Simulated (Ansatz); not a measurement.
All numbers below come from DFT, revPBE, plane waves (420 eV) with PAW, scalar-relativistic in Ansatz 0.2.0. (PAW data from PBE, frozen cores regenerated.)

An element in the hcp structure gives this curve. The cell is scaled uniformly from the relaxed one, with fractional coordinates and shape fixed. Energies are extrapolated to zero smearing, pressures are those at the given smearing. Magnetic state: spin not included.

```
V (Å³/atom)  E − E₀ (meV/atom)  P (GPa)
     12.418              123.9    26.94
     12.982               50.1    16.16
     13.546               10.9     7.30
     14.111                0.0     0.03
     14.675               12.4    -5.95
     15.240               43.9   -10.84
     15.804               91.0   -14.84
```

Question: Which element is it?
A. zinc
B. platinum
C. iridium
D. vanadium

Answer: D. Its fit is V₀ = 14.07 Å³/atom, B₀ = 166 GPa, B₀′ = 3.9.
